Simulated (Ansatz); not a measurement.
# B (fcc type): the cost of one run

Computed with Ansatz 0.2.0 (DFT, PBE, PAW with Ansatz's default frozen-core files, scalar-relativistic, unless a step's input says otherwise).

### Step 1. The starting structure

The structure is cubic, space group Fm-3m (No. 225). The conventional cell has a = 2.962 Å, b = 2.962 Å, c = 2.962 Å, α = 90.00°, β = 90.00°, γ = 90.00°. B (site symmetry m-3m) has 12 B at 2.09 Å as nearest neighbours.

Structure file:

```
B
1.0
     0.00000    1.48125    1.48125
     1.48125    0.00000    1.48125
     1.48125    1.48125    0.00000
B
1
Direct
  0.00000 0.00000 0.00000
```

### Step 2. Cell relaxed at zero pressure, PAW

Input file input.yaml:

```yaml
crystal:
  lattice:
    - [0.0, 1.4812480342, 1.4812480342]
    - [1.4812480342, 0.0, 1.4812480342]
    - [1.4812480342, 1.4812480342, 0.0]
  atoms:
    - { symbol: B, position: [0.0, 0.0, 0.0] }
kpoints:
  mp_grid: { grid: [23, 23, 23] }
scf:
  occupations: { method: fermi_dirac, width: 0.08 }
hamiltonian:
  xc: pbe
  pseudopotentials: { kind: paw }
output:
  forces: true
  stress: true
  write_density: true
  write_potential: true
  elf: true
  volumetric_format: npy
relax:
  f_tol: 0.005
  max_steps: 40
  cell: {}
```

Started as:

```bash
ansatz run input.yaml --threads 1 --pin off --max-ram 3584MiB --backend cpu --events-out ev --progress --plain --runs-dir out
```

What time and memory should one allow on 1 thread of Intel Xeon 6975P-C (Granite Rapids), shared host?

About 5.5 s, with a peak of 0.35 GiB.
